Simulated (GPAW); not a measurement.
Write an ASE script for GPAW 26.7.0 that does the following.

| Quantity | Value |
| --- | --- |
| Task | band structure |
| Functional | PBE |
| Potentials or basis | GPAW PAW data sets (gpaw-data 1.2.1) |
| Basis | fd |
| Grid spacing | 0.16 Å |
| k mesh | 11 × 11 × 11 |
| Occupations | fermi-dirac, width 0.05 eV |
| Spin | no spin polarisation |
| Maxiter | 150 |
| Band path | GXWKGLUWLK,UX |
| Band points | 60 |

The structure of Ag lies in Ag.xyz:

```xyz
1
Lattice="0.0000000000 2.0427500000 2.0427500000 2.0427500000 0.0000000000 2.0427500000 2.0427500000 2.0427500000 0.0000000000" Properties=species:S:1:pos:R:3 pbc="T T T"
Ag     0.0000000000      0.0000000000      0.0000000000
```

These files were run (other wordings do the same):

run.py

```python
from ase.dft.bandgap import bandgap
from ase.io import read, write
from gpaw import GPAW

atoms = read('Ag.xyz')

calc = GPAW(mode='fd',
            h=0.16,
            xc='PBE',
            kpts={'size': (11, 11, 11), 'gamma': True},
            occupations={'name': 'fermi-dirac', 'width': 0.05},
            nbands=18,
            convergence={'density': 1e-05, 'energy': 1e-05},
            maxiter=150,
            txt='gpaw.txt')
atoms.calc = calc
energy = atoms.get_potential_energy()
forces = atoms.get_forces()
calc.write('gs.gpw')
write('result.traj', atoms)
print(f'Energy: {energy:.6f} eV')
print('Forces (eV/A):')
print(forces.round(4))
print('Fermi level:', round(calc.get_fermi_level(), 4), 'eV')
print(f'Gap: {bandgap(calc)[0]:.4f} eV, direct: {bandgap(calc, direct=True)[0]:.4f} eV')

path = atoms.cell.bandpath('GXWKGLUWLK,UX', npoints=60, eps=1e-4)
bs_calc = calc.fixed_density(kpts=path, symmetry='off', nbands=26,
                             convergence={'bands': 'CBM+6.0', 'eigenstates': 1e-6}, txt='bands.txt')
bs = bs_calc.band_structure()
bs.write('bs.json')
print(f'Gap on the path: {bandgap(bs_calc)[0]:.4f} eV')
```

Potentials or basis: GPAW PAW data sets (gpaw-data 1.2.1), fd.

The run is started by

```sh
$ OMP_NUM_THREADS=1 python run.py
```

Results of the run:

The band gap along the path is none (metal or under the smearing width).

Caveat: the real-space grid adds noise to forces.

Wall time 97 s on 1 thread of Arm Neoverse V2, with other jobs on the host, peak memory 0.55 GiB.
